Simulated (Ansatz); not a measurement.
# SiO2 (P3_121): the host for defect calculations, part 3 of 3

Before any defect goes in: SiO2 (P3_121) at rest, and how it screens a charge.

Ansatz 0.2.0; plane-wave PAW DFT, r2SCAN; relaxation of the host's cell and atoms; PAW set soft_1 (the session's first sound run).

So far. Step 3 (Dielectric tensors of the host): The principal values of the electronic dielectric tensor are 2.49, 2.49 and 2.52. The principal values of the static dielectric tensor are 4.64, 4.64 and 4.86.

## 7. Defect free supercell relaxed from displaced atoms

This step: plane-wave PAW DFT, r2SCAN; relaxation of the defect-free supercell from random displacements, a test of the host's stability; PAW set soft_1 (Ansatz 0.2.0).

Input file pristine.rattled/input.yaml:

```yaml
crystal:
  lattice:
    - [9.8422041343, 0.0, 0.0]
    - [-4.9211020672, 8.5235988096, 0.0]
    - [0.0, 0.0, 10.8330695259]
  atoms:
    - { symbol: Si, position: [0.2655143582, 0.2655143582, 0.0] }
    - { symbol: Si, position: [0.0, 0.2344856418, 0.3333333334] }
    - { symbol: Si, position: [0.2344856418, 0.0, 0.1666666666] }
    - { symbol: O, position: [0.1345190254, 0.2066064985, 0.3922921182] }
    - { symbol: O, position: [0.2933935015, 0.4279125269, 0.0589587848] }
    - { symbol: O, position: [0.0720874731, 0.3654809746, 0.2256254514] }
    - { symbol: O, position: [0.2066064985, 0.1345190254, 0.1077078818] }
    - { symbol: O, position: [0.3654809746, 0.0720874731, 0.2743745486] }
    - { symbol: O, position: [0.4279125269, 0.2933935015, 0.4410412152] }
    - { symbol: Si, position: [0.2655143582, 0.2655143582, 0.5] }
    - { symbol: Si, position: [0.0, 0.2344856418, 0.8333333333] }
    - { symbol: Si, position: [0.2344856418, 0.0, 0.6666666666] }
    - { symbol: O, position: [0.1345190254, 0.2066064985, 0.8922921182] }
    - { symbol: O, position: [0.2933935015, 0.4279125269, 0.5589587848] }
    - { symbol: O, position: [0.0720874731, 0.3654809746, 0.7256254514] }
    - { symbol: O, position: [0.2066064985, 0.1345190254, 0.6077078818] }
    - { symbol: O, position: [0.3654809746, 0.0720874731, 0.7743745486] }
    - { symbol: O, position: [0.4279125269, 0.2933935015, 0.9410412152] }
    - { symbol: Si, position: [0.2655143582, 0.7655143582, 0.0] }
    - { symbol: Si, position: [0.0, 0.7344856418, 0.3333333334] }
    - { symbol: Si, position: [0.2344856418, 0.5, 0.1666666666] }
    - { symbol: O, position: [0.1345190254, 0.7066064985, 0.3922921182] }
    - { symbol: O, position: [0.2933935015, 0.9279125269, 0.0589587848] }
    - { symbol: O, position: [0.0720874731, 0.8654809746, 0.2256254514] }
    - { symbol: O, position: [0.2066064985, 0.6345190254, 0.1077078818] }
    - { symbol: O, position: [0.3654809746, 0.5720874731, 0.2743745486] }
    - { symbol: O, position: [0.4279125269, 0.7933935015, 0.4410412152] }
    - { symbol: Si, position: [0.2655143582, 0.7655143582, 0.5] }
    - { symbol: Si, position: [0.0, 0.7344856418, 0.8333333333] }
    - { symbol: Si, position: [0.2344856418, 0.5, 0.6666666666] }
    - { symbol: O, position: [0.1345190254, 0.7066064985, 0.8922921182] }
    - { symbol: O, position: [0.2933935015, 0.9279125269, 0.5589587848] }
    - { symbol: O, position: [0.0720874731, 0.8654809746, 0.7256254514] }
    - { symbol: O, position: [0.2066064985, 0.6345190254, 0.6077078818] }
    - { symbol: O, position: [0.3654809746, 0.5720874731, 0.7743745486] }
    - { symbol: O, position: [0.4279125269, 0.7933935015, 0.9410412152] }
    - { symbol: Si, position: [0.7655143582, 0.2655143582, 0.0] }
    - { symbol: Si, position: [0.5, 0.2344856418, 0.3333333334] }
    - { symbol: Si, position: [0.7344856418, 0.0, 0.1666666666] }
    - { symbol: O, position: [0.6345190254, 0.2066064985, 0.3922921182] }
    - { symbol: O, position: [0.7933935015, 0.4279125269, 0.0589587848] }
    - { symbol: O, position: [0.5720874731, 0.3654809746, 0.2256254514] }
    - { symbol: O, position: [0.7066064985, 0.1345190254, 0.1077078818] }
    - { symbol: O, position: [0.8654809746, 0.0720874731, 0.2743745486] }
    - { symbol: O, position: [0.9279125269, 0.2933935015, 0.4410412152] }
    - { symbol: Si, position: [0.7655143582, 0.2655143582, 0.5] }
    - { symbol: Si, position: [0.5, 0.2344856418, 0.8333333333] }
    - { symbol: Si, position: [0.7344856418, 0.0, 0.6666666666] }
    - { symbol: O, position: [0.6345190254, 0.2066064985, 0.8922921182] }
    - { symbol: O, position: [0.7933935015, 0.4279125269, 0.5589587848] }
    - { symbol: O, position: [0.5720874731, 0.3654809746, 0.7256254514] }
    - { symbol: O, position: [0.7066064985, 0.1345190254, 0.6077078818] }
    - { symbol: O, position: [0.8654809746, 0.0720874731, 0.7743745486] }
    - { symbol: O, position: [0.9279125269, 0.2933935015, 0.9410412152] }
    - { symbol: Si, position: [0.7655143582, 0.7655143582, 0.0] }
    - { symbol: Si, position: [0.5, 0.7344856418, 0.3333333334] }
    - { symbol: Si, position: [0.7344856418, 0.5, 0.1666666666] }
    - { symbol: O, position: [0.6345190254, 0.7066064985, 0.3922921182] }
    - { symbol: O, position: [0.7933935015, 0.9279125269, 0.0589587848] }
    - { symbol: O, position: [0.5720874731, 0.8654809746, 0.2256254514] }
    - { symbol: O, position: [0.7066064985, 0.6345190254, 0.1077078818] }
    - { symbol: O, position: [0.8654809746, 0.5720874731, 0.2743745486] }
    - { symbol: O, position: [0.9279125269, 0.7933935015, 0.4410412152] }
    - { symbol: Si, position: [0.7655143582, 0.7655143582, 0.5] }
    - { symbol: Si, position: [0.5, 0.7344856418, 0.8333333333] }
    - { symbol: Si, position: [0.7344856418, 0.5, 0.6666666666] }
    - { symbol: O, position: [0.6345190254, 0.7066064985, 0.8922921182] }
    - { symbol: O, position: [0.7933935015, 0.9279125269, 0.5589587848] }
    - { symbol: O, position: [0.5720874731, 0.8654809746, 0.7256254514] }
    - { symbol: O, position: [0.7066064985, 0.6345190254, 0.6077078818] }
    - { symbol: O, position: [0.8654809746, 0.5720874731, 0.7743745486] }
    - { symbol: O, position: [0.9279125269, 0.7933935015, 0.9410412152] }
basis:
  ecutwfc: 500
  xc_grid: 2
hamiltonian:
  xc: r2scan
  pseudopotentials: { kind: paw, azcp: { folder: soft_1 } }
kpoints:
  mp_grid: { grid: [1, 1, 1], shift: [0.25, 0.25, 0.25] }
scf:
  occupations: { method: fermi_dirac, width: 0.01 }
  max_iter: 80
output:
  forces: true
relax:
  f_tol: 0.01
  max_steps: 120
  random_displacement: { amplitude: 0.08, seed: 2586 }
checkpoint:
  write: "../pristine.rattled.run"
  compress: false
  write_wavefunctions: false
  write_every: 100000
```

Launch:

```
$ ansatz run input.yaml --threads 8 --pin off --max-ram 22609MiB --backend cpu --events-out ev --progress --plain --runs-dir out
```

Numbers of over 12 decimals in the logs are rounded to 6 here.

Log:

```text
[...]
Crystal: 72 atoms, lattice volume = 908.797 Å³
Basis set: ecut = 500 eV, 23025 PW (Γ), exchange–correlation on 144×144×160 points (8 copies of the dense FFT grid, shifted against one another)
Bands: 264, of which v1, the nominal top of the filled ones, is band 192 counted from 1 (191 counted from 0)
Symmetry: 1 space group operations
k-points: 1
[...]
SCF iter   1: F=—  HF=-42744.655522 eV  |F-HF|=—  |Δ(HF+E_count)|=         —  Δρ=1.33e-1  dr2=1.48e2  dr2_τ=1.71e1  ethr=3.10e-3  ⟨swp⟩=6.0  Hψ=1176  notcnv=0  defer=37
[...]
SCF iter   9: F=-42713.235233 eV  HF=-42713.235233 eV  |F-HF|=3.10e-8  |Δ(HF+E_count)|=   2.33e-6  Δρ=6.08e-6  dr2=2.94e-7  dr2_τ=4.00e-8  ethr=6.51e-10  ⟨swp⟩=5.0  Hψ=813  notcnv=0
SCF 1 converged in 9 iterations: F = -42713.235233 eV  dr2 = 2.94e-7
[...]
relax step   1: F+E_penalty+E_count = -42713.23523260 eV  Δ(F+E_penalty+E_count) = +0.000e0 eV  max|allowed force component| = 9.231e0 eV/Å  Δτ_max = 0.0000 Å  (9 SCF iters, dr2 threshold 2.50e-6 eV, accepted)
[...]
relax step   2: F+E_penalty+E_count = -42718.95136745 eV  Δ(F+E_penalty+E_count) = -5.716e0 eV  max|allowed force component| = 5.001e0 eV/Å  Δτ_max = 0.0496 Å  (6 SCF iters, dr2 threshold 1.00e-4 eV, accepted)
relax step   3: F+E_penalty+E_count = -42722.40402714 eV  Δ(F+E_penalty+E_count) = -3.453e0 eV  max|allowed force component| = 8.570e-2 eV/Å  Δτ_max = 0.0862 Å  (6 SCF iters, dr2 threshold 1.00e-4 eV, accepted)
relax step   4: F+E_penalty+E_count = -42722.41541340 eV  Δ(F+E_penalty+E_count) = -1.139e-2 eV  max|allowed force component| = 5.084e-3 eV/Å  Δτ_max = 0.0326 Å  (8 SCF iters, dr2 threshold 4.59e-7 eV, accepted)
[...]
SCF iter   2: F=-42722.415413 eV  HF=-42722.415413 eV  |F-HF|=6.72e-9  |Δ(HF+E_count)|=   1.43e-8  Δρ=1.84e-6  dr2=2.44e-8  dr2_τ=1.59e-9  ethr=2.50e-11  ⟨swp⟩=4.0  Hψ=724  notcnv=0
SCF 5 converged in 2 iterations: F = -42722.415413 eV  dr2 = 2.44e-8
relax step   5: F+E_penalty+E_count = -42722.41541342 eV  Δ(F+E_penalty+E_count) = -1.580e-8 eV  max|allowed force component| = 5.099e-3 eV/Å  Δτ_max = 0.0000 Å  (2 SCF iters, accepted)
[...]
SCF iter   2: F=-42722.415413 eV  HF=-42722.415413 eV  |F-HF|=8.44e-10  |Δ(HF+E_count)|=   2.66e-9  Δρ=9.78e-7  dr2=7.31e-9  dr2_τ=4.65e-10  ethr=6.35e-12  ⟨swp⟩=3.0  Hψ=499  notcnv=0
SCF 6 converged in 2 iterations: F = -42722.415413 eV  dr2 = 7.31e-9
SCF converged after 2 iterations
Free energy (F): -42722.415413 eV
[...]
Internal energy: -42722.415413 eV  (E = F + TS)
E sigma→0 (E₀):  -42722.415413 eV
Fermi energy:    5.703591 eV
[...]
--- Forces (eV/Å), atoms counted from 1 ---
  atom   1  Si    -0.00051229    -0.00117166    -0.00184619
  atom   2  Si     0.00063834     0.00197645     0.00382855
  atom   3  Si     0.00010541     0.00230711    -0.00416331
  atom   4  O     -0.00236031     0.00003180    -0.00297265
  atom   5  O     -0.00033487    -0.00094740     0.00147131
  atom   6  O     -0.00156513    -0.00239255     0.00207466
  atom   7  O     -0.00174988    -0.00384991     0.00016870
  atom   8  O     -0.00065849     0.00048531    -0.00196902
  atom   9  O      0.00056815    -0.00034262    -0.00148195
  atom  10  Si    -0.00119628    -0.00010670     0.00129719
  atom  11  Si    -0.00025698     0.00327857    -0.00053021
  atom  12  Si     0.00043779     0.00200021    -0.00073732
  atom  13  O     -0.00025696     0.00120898    -0.00450792
  atom  14  O      0.00392982     0.00074503     0.00328584
  atom  15  O     -0.00231269    -0.00243443     0.00136416
  atom  16  O     -0.00117655    -0.00377661     0.00137776
  atom  17  O     -0.00216137    -0.00027326    -0.00189956
  atom  18  O      0.00301531     0.00041308    -0.00094908
  atom  19  Si     0.00036629     0.00152059     0.00038407
  atom  20  Si     0.00204549     0.00125130     0.00239182
  atom  21  Si     0.00144612     0.00075622    -0.00085247
  atom  22  O      0.00053612    -0.00064811     0.00013058
  atom  23  O      0.00127725    -0.00082117     0.00103998
  atom  24  O     -0.00056741    -0.00302877     0.00338924
  atom  25  O      0.00090039    -0.00341467     0.00057590
  atom  26  O     -0.00081074    -0.00176009    -0.00068007
  atom  27  O      0.00006978     0.00150277    -0.00123516
  atom  28  Si     0.00192905     0.00219952    -0.00058117
  atom  29  Si     0.00057636     0.00062675     0.00288384
  atom  30  Si    -0.00042088     0.00322791    -0.00135734
  atom  31  O     -0.00080422    -0.00097395    -0.00021507
  atom  32  O      0.00225106    -0.00012557     0.00015434
  atom  33  O     -0.00035796    -0.00302370     0.00290809
  atom  34  O      0.00095758    -0.00200515     0.00100282
  atom  35  O     -0.00158810    -0.00145023    -0.00068459
  atom  36  O      0.00065843     0.00227582    -0.00306340
  atom  37  Si     0.00054293     0.00068481    -0.00006263
  atom  38  Si    -0.00010215     0.00201446    -0.00009509
  atom  39  Si     0.00013385     0.00195067    -0.00158525
  atom  40  O     -0.00144706    -0.00073873    -0.00078366
[...]
atom  61  O      0.00045240    -0.00384508     0.00203804
  atom  62  O     -0.00224172    -0.00121256    -0.00181429
  atom  63  O      0.00245138    -0.00053329    -0.00131424
  atom  64  Si    -0.00099900     0.00271530     0.00125270
  atom  65  Si     0.00079478     0.00325550     0.00132710
  atom  66  Si    -0.00103094     0.00260635    -0.00181388
  atom  67  O     -0.00216251    -0.00076559    -0.00068024
  atom  68  O      0.00221395     0.00297242    -0.00073623
  atom  69  O      0.00058201    -0.00512446    -0.00018640
  atom  70  O      0.00047110    -0.00022906     0.00448526
  atom  71  O     -0.00142805    -0.00306545    -0.00075538
  atom  72  O      0.00013030     0.00271801    -0.00282399
  max |Σ_I F_I| component: 1.78e-3 eV/Å
--- Relaxed structure (5 steps of the walk, 5 accepted, 0 SCFs on fresh bases) ---
  F+E_penalty+E_count = -42722.41541342 eV   max|allowed force component| = 5.099e-3 eV/Å
  atoms:
    - { symbol: Si, position: [0.265888, 0.265060, 0.000340] }
    - { symbol: Si, position: [0.000168, 0.233594, 0.333436] }
    - { symbol: Si, position: [0.234763, -0.000631, 0.167068] }
    - { symbol: O, position: [0.134769, 0.205825, 0.392411] }
    - { symbol: O, position: [0.293776, 0.427584, 0.059084] }
    - { symbol: O, position: [0.072086, 0.364323, 0.225506] }
    - { symbol: O, position: [0.207446, 0.134325, 0.108249] }
    - { symbol: O, position: [0.365400, 0.071082, 0.275083] }
    - { symbol: O, position: [0.428275, 0.293001, 0.441259] }
    - { symbol: Si, position: [0.265785, 0.264993, 0.500150] }
    - { symbol: Si, position: [0.000104, 0.233573, 0.833689] }
    - { symbol: Si, position: [0.234490, -0.000615, 0.666978] }
    - { symbol: O, position: [0.134511, 0.205694, 0.892880] }
    - { symbol: O, position: [0.293446, 0.427408, 0.558937] }
    - { symbol: O, position: [0.072254, 0.364361, 0.725811] }
    - { symbol: O, position: [0.207036, 0.134185, 0.608021] }
    - { symbol: O, position: [0.365318, 0.071258, 0.774841] }
    - { symbol: O, position: [0.428201, 0.293098, 0.941083] }
    - { symbol: Si, position: [0.265577, 0.764890, 0.000287] }
    - { symbol: Si, position: [-7.194280051220359e-5, 0.733849, 0.333462] }
    - { symbol: Si, position: [0.234439, 0.499300, 0.166798] }
    - { symbol: O, position: [0.134421, 0.705979, 0.392503] }
    - { symbol: O, position: [0.293761, 0.927384, 0.059321] }
    - { symbol: O, position: [0.072109, 0.864709, 0.225631] }
    - { symbol: O, position: [0.206350, 0.633750, 0.107939] }
    - { symbol: O, position: [0.365155, 0.571403, 0.274708] }
    - { symbol: O, position: [0.427764, 0.792610, 0.441446] }
    - { symbol: Si, position: [0.265303, 0.764721, 0.500313] }
    - { symbol: Si, position: [4.633407969695247e-5, 0.733982, 0.833585] }
    - { symbol: Si, position: [0.234450, 0.499214, 0.666822] }
    - { symbol: O, position: [0.134787, 0.706340, 0.892419] }
    - { symbol: O, position: [0.293294, 0.927156, 0.559304] }
    - { symbol: O, position: [0.071921, 0.864924, 0.725801] }
    - { symbol: O, position: [0.206290, 0.633642, 0.607999] }
    - { symbol: O, position: [0.365443, 0.571419, 0.774535] }
    - { symbol: O, position: [0.427946, 0.792464, 0.941488] }
    - { symbol: Si, position: [0.765626, 0.264785, 0.000292] }
    - { symbol: Si, position: [0.500155, 0.233686, 0.333663] }
    - { symbol: Si, position: [0.734432, -0.000819, 0.167004] }
    - { symbol: O, position: [0.634776, 0.205987, 0.392648] }
    - { symbol: O, position: [0.793623, 0.427287, 0.059149] }
    - { symbol: O, position: [0.572064, 0.364273, 0.225619] }
    - { symbol: O, position: [0.706839, 0.133930, 0.108128] }
    - { symbol: O, position: [0.865445, 0.071094, 0.274730] }
    - { symbol: O, position: [0.928251, 0.292729, 0.441126] }
    - { symbol: Si, position: [0.765945, 0.264889, 0.500245] }
    - { symbol: Si, position: [0.500103, 0.233722, 0.833554] }
    - { symbol: Si, position: [0.734589, -0.000775, 0.667050] }
    - { symbol: O, position: [0.634480, 0.205732, 0.892674] }
    - { symbol: O, position: [0.794107, 0.427393, 0.559208] }
    - { symbol: O, position: [0.572390, 0.364358, 0.725593] }
    - { symbol: O, position: [0.707142, 0.133992, 0.608036] }
    - { symbol: O, position: [0.865540, 0.071104, 0.774821] }
    - { symbol: O, position: [0.927990, 0.292694, 0.941235] }
    - { symbol: Si, position: [0.765399, 0.764666, 0.000232] }
    - { symbol: Si, position: [0.499804, 0.733743, 0.333661] }
    - { symbol: Si, position: [0.734434, 0.499142, 0.166840] }
    - { symbol: O, position: [0.634317, 0.705778, 0.392517] }
    - { symbol: O, position: [0.793151, 0.927004, 0.059228] }
    - { symbol: O, position: [0.571954, 0.864754, 0.225947] }
    - { symbol: O, position: [0.706402, 0.633589, 0.107903] }
    - { symbol: O, position: [0.865270, 0.571377, 0.274671] }
    - { symbol: O, position: [0.927876, 0.792903, 0.441099] }
    - { symbol: Si, position: [0.765395, 0.764636, 0.500175] }
    - { symbol: Si, position: [0.499982, 0.733746, 0.833589] }
    - { symbol: Si, position: [0.734762, 0.499198, 0.666827] }
    - { symbol: O, position: [0.634601, 0.705855, 0.892354] }
    - { symbol: O, position: [0.793241, 0.926912, 0.559346] }
    - { symbol: O, position: [0.572032, 0.864918, 0.725988] }
    - { symbol: O, position: [0.706598, 0.633466, 0.607740] }
    - { symbol: O, position: [0.865505, 0.571520, 0.774709] }
    - { symbol: O, position: [0.927939, 0.792691, 0.941435] }
```

It took 48 s on 8 threads of Arm Neoverse V2, shared host; peak memory 2 GiB.

Relaxation path:

```
step  energy less that of the first step (eV)  largest force component (eV/Å)
   1                                   0.0000                          9.2313
   2                                  -5.7161                          5.0008
   3                                  -9.1688                          0.0857
   4                                  -9.1802                          0.0051
   5                                  -9.1802                          0.0051
```

The relaxation ends 128 meV an atom lower than the displaced start, with a largest force component of 0.0051 eV/Å.

## 8. What came out

| Property | Result |
| --- | --- |
| primitive cell vectors, lengths | 4.921, 4.921, 5.417 Å |
| electronic dielectric constant | principal values (2.49, 2.49, 2.52) |
| static dielectric constant | principal values (4.64, 4.64, 4.86) |
| gap on the k-mesh of the response run (PBEsol) | 5.83 eV |
| supercell relaxed in its symmetry less the displaced and relaxed one | 0.000 eV |
| energy an atom at one point at (¼, ¼, ¼) less that on the dense mesh | 0.000 eV |

What this shows: Step 7: The energy fell by 9.180 eV from the randomly displaced start; against the sites as typed, O7 ends farthest off, by 0.01 Å, once the mean shift is taken out. The displaced cell ends within 0.01 eV of the symmetric one relaxed in its symmetry, so no lower structure shows in this supercell. The k-mesh can miss the band edges, so this gap is an upper bound at this level. All at zero temperature.

[Logs are printed without paths, hosts, clocks, repeated set-up lines and the standing remarks that a program may print on its own settings, such as how far it seeks lower states.]

[Hosts, paths, dates, database ids (printed as entryN), source tags and the programs' standing remarks are cut or masked in the printed files.]

[Runs of the host that timed out are not shown.]

[For some hosts the program warned that the k-mesh of the response run may be too coarse for force constants and the static dielectric constant; such warnings are not always shown.]
